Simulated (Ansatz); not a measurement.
**Fitting the PBE energy curve of Nb**

Symmetry: Pm-3m, No. 221, cubic system. Conventional cell: a = 2.720 Å, b = 2.720 Å, c = 2.720 Å, α = 90.00°, β = 90.00°, γ = 90.00°. Nb (site symmetry m-3m) is surrounded by 6 Nb at 2.72 Å.

This isn't the form of Nb at room conditions, which is bcc.

The cell was scaled at fixed shape and fractions and run with Ansatz, Ansatz PAW (earlier soft set), cutoff 420 eV; PBE, k mesh 10 × 10 × 10 on the cell of 1 atom, fermi-dirac occupations of 0.05 eV, no spin polarisation, no spin-orbit coupling. Energies are those that the program minimises, any entropy of the smearing included. For a metal such a mesh isn't converged to the digits shown.

```csv
V (Å³/atom),energy over the lowest row (meV/atom)
18.9087,34.78
19.3110,15.86
19.7133,4.51
20.1157,0.00
20.5180,1.70
20.9203,?
21.3226,21.68
```

**Question.** Fit the third-order Birch-Murnaghan form, give V0, B0 and B′, and predict the energy left open.

**Answer.** With y = (V0/V)^(2/3), E = E0 + (9 V0 B0/16) [(y - 1)³ B′ + (y - 1)² (6 - 4y)]. Least squares through the rows shown give V0 = 20.2003 Å³/atom, E0 = -0.15 meV, B0 = 122.2 GPa (1 eV/Å³ = 160.218 GPa) and B′ = 3.72, with a largest miss of 0.01 meV. At V = 20.9203 the form with these constants gives 9.11 meV; the run gave 9.09 meV an atom.
